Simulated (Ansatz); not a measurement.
# Moving the functional in KI

The cell as given:

The structure is cubic, space group Fm-3m (No. 225). The conventional cell has a = 7.066 Å, b = 7.066 Å, c = 7.066 Å, α = 90.00°, β = 90.00°, γ = 90.00°. I (site symmetry m-3m) is surrounded by 6 K at 3.53 Å. Around K (site symmetry m-3m) lie 6 I at 3.53 Å.

Kept alike: task relaxation of cell and atoms; k mesh 7 × 7 × 7; occupations fermi-dirac, width 0.05 eV; no spin polarisation. Program: Ansatz, Ansatz PAW. Cutoffs run from 420 to 500 eV. The mesh is that of the run's cell of 2 atoms. No spin-orbit coupling.

| run | volume (Å³/atom) |
| --- | --- |
| A | 39.703 |
| B | 46.198 |
| C | 44.586 |
| D | 49.185 |
| E | 42.966 |
| F | 50.383 |

The relaxations keep at least the cell's symmetry (Fm-3m). Relaxations stop with a little pressure left, so the last digits of a volume or edge aren't settled. Runs of this series that gave no sound value for these columns are left out. All rows use potentials made for PBE.

Task: The runs differ in the functional (and the cutoff that goes with it) alone: BLYP; LDA; PBE; PBEsol; r2SCAN; revPBE. Which run is which?

Result: Run A is LDA; run B is PBE; run C is r2SCAN; run D is BLYP; run E is PBEsol; run F is revPBE. The volume runs from 39.703 (LDA) to 50.383 Å³/atom (revPBE). From PBE: BLYP +2.987; LDA -6.495; PBEsol -3.232; r2SCAN -1.612; revPBE +4.185.
